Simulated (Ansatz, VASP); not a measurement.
**Two plane-wave programs on AlN**

```
Al N
1.0
     0.00000   -2.20157   -2.20157
    -2.20157    0.00000   -2.20157
     2.20157    2.20157   -4.40314
Al N
2 2
Direct
  0.98110 0.06979 0.99735
  0.51360 0.42490 0.49735
  0.36555 0.44502 0.88011
  0.89467 0.81520 0.38011
```

Change from the starting cell: mode 4 frozen in at -0.205 Å and mode 10 at -0.045 Å (largest displacements).

Alike in both runs: task single point; functional PBE; k mesh 6 × 6 × 6; occupations gaussian, width 0.05 eV; no spin polarisation.

```csv
,VASP,Ansatz
version,VASP 6.6.1,Ansatz 0.2.0
potentials or method,"VASP PAW PBE potentials, release 64 (Al, N)","scalar-relativistic, plane waves, PAW"
plane-wave cutoff (eV),520,520
valence electrons in the cell,16,16
```

```tsv
	VASP	Ansatz	Ansatz less VASP
gap on the k mesh at the Fermi level (eV)	2.96	2.97	+0.007
least direct gap on the mesh (eV)	3.43	3.43	-0.007
pressure (GPa)	-0.5	-0.3	+0.25
largest component of the traceless stress (GPa)	3.60	3.59	-0.003
rms of the force components (eV/Å)	0.763	0.761	-0.0017
```

Atom by atom the forces differ by 0.002 eV/Å (rms over components). The functional is the same, so the differences come from potentials, cutoffs and numerics.

Caveats: forces of over 1 eV/Å show positions far from the minimum, so gaps and moduli don't describe the material at rest. A k mesh can miss the band edges.
